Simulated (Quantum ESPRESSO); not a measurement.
Runs of Quantum ESPRESSO 7.5 on MgS. Symmetry: P6_3mc, No. 186, hexagonal system. The conventional cell has a = 4.035 Å, b = 4.035 Å, c = 6.432 Å, α = 90.00°, β = 90.00°, γ = 120.00°. S (site symmetry 3m) is surrounded by 4 Mg at 2.45 to 2.47 Å. Mg (site symmetry 3m) has 4 S at 2.45 to 2.47 Å as nearest neighbours. The cell comes from a database or a generator and needn't be the stable form of this composition.

```tsv
task	level	potentials or basis	form of the LDA correlation	gap on the mesh (eV)	pressure (GPa)	V0 of scaled cells (Å³/atom)	B0 (GPa)	largest force (eV/Å)
band structure	LDA	GBRV 1.5 LDA	PZ81	3.15	-2.1	-	-	0.05
equation of state	LDA	GBRV 1.5 LDA	PZ81	-	-	(b)	62	-
equation of state	PBEsol	GBRV 1.5 PBEsol	-	-	-	22.52	58	-
band structure	PBEsol	GBRV 1.5 PBEsol	-	3.27	(a)	-	-	0.04
```

Alike in all rows: no spin polarisation; cell as given; k mesh 8 × 8 × 4; cutoff (eV) 612; smearing fermi-dirac 0.05 eV.

**Question.** Estimate the missing entries.

**Answer.** (a) -0.4; (b) 21.86.

Caveats: the cell was scaled at fixed shape and fractional positions, which overstates the stiffness of a crystal with free parameters, most of all of layers and chains (some runs); some levels on the path didn't converge (some runs).

A k mesh can miss the band edges.

Not every run made on this cell is shown here.
